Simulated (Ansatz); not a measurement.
## Does relaxation matter for the field gradients of SnS?

Start: a structure deposited in the COD, taken as it stands.

```cif
data_SnS
_symmetry_space_group_name_H-M 'Pnma'
_symmetry_Int_Tables_number 62
_cell_length_a 11.3200
_cell_length_b 4.0500
_cell_length_c 4.2420
_cell_angle_alpha 90.000
_cell_angle_beta 90.000
_cell_angle_gamma 90.000
loop_
_atom_site_label
_atom_site_type_symbol
_atom_site_symmetry_multiplicity
_atom_site_Wyckoff_symbol
_atom_site_fract_x
_atom_site_fract_y
_atom_site_fract_z
Sn Sn 4 c 0.1220 0.2500 0.0981
S S 4 c 0.8507 0.2500 0.4790
```

One atom of each set is listed.

Computed with Ansatz: DFT, PBE, plane waves and PAW, scalar-relativistic, 420 eV cutoff, Γ-centred 4×11×10 k-points, Fermi–Dirac smearing 0.02 eV.

The largest force at the start is 0.12 eV/Å. Relaxing the ions at fixed cell moves them by 0.046 Å at most (atom 3, Sn) and 0.034 Å rms. End positions:

Sn (0.1204, 0.2500, 0.1080)
S (0.8517, 0.2500, 0.4769)

| site | moved (Å) | first shell before | first shell after | V_zz before (10²¹ V/m²) | η before |
| --- | --- | --- | --- | --- | --- |
| Sn | 0.046 | 3 S at 2.61–2.72 Å; also 2 S at 3.19 Å | 3 S at 2.64–2.70 Å; also 2 S at 3.22 Å | -12.84 | 0.16 |
| S | 0.014 | 3 Sn at 2.61–2.72 Å; also 2 Sn at 3.19 Å | 3 Sn at 2.64–2.70 Å; also 2 Sn at 3.22 Å | -2.59 | 0.11 |

Problem. What are V_zz and η after the relaxation?

Solution. 

```
site  V_zz after  η after  change of V_zz
  Sn      -11.20     0.30           +1.64
   S       -2.86     0.08           -0.27
```

The largest change of V_zz is on Sn, from -12.84 to -11.20. In per cent, |V_zz| changes by -13 on Sn, +10 on S (all sites that start above 0.5).

Without spin–orbit coupling (the program notes it for Sn) the gradients can shift somewhat, as the gap is small.
